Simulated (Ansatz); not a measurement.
## C: equation of state with PBE0

C, a slab with vacuum:

```
C
1.0
     2.45617    0.00000    0.00000
    -1.22809    2.12711    0.00000
     0.00000    0.00000    8.52380
C
2
Direct
  0.66667 0.33333 0.00000
  0.33333 0.66667 0.00000
```

```yaml
Program: Ansatz 0.2.0
Task: equation of state
Functional: PBE0
Potentials_or_basis: Ansatz PAW
Cutoff: 420 eV
Density_cutoff: 1680 eV
k_mesh: 6 × 6 × 2
Occupations: fermi-dirac, width 0.05 eV
Spin: no spin polarisation
```

- Equilibrium volume: 22.11 Å³/atom
- Bulk modulus at fixed shape and positions: 116 GPa
- Pressure derivative of the bulk modulus: 3.7 (rough: it moves with the points fitted)

Energy against volume, from the lowest point:
```csv
volume (Å³/atom),energy (meV/atom)
20.930,24.52
21.376,9.06
21.821,1.02
22.266,0.00
22.712,5.31
23.157,16.37
23.602,32.54
```

All runs of the series together: 4.2 min on 2 threads of Intel(R) Xeon(R) Processor @ 2.50GHz (Skylake/Cascade Lake), on a shared host.

Caveat: the k mesh is coarse (spacing up to 0.49 Å⁻¹), so the values aren't converged, least of all with exact exchange; the cell was scaled at fixed shape and fractional positions, which overstates the stiffness of a crystal with free parameters, most of all of layers and chains; the PAW data sets were made with another functional, which shifts forces and pressure a little.
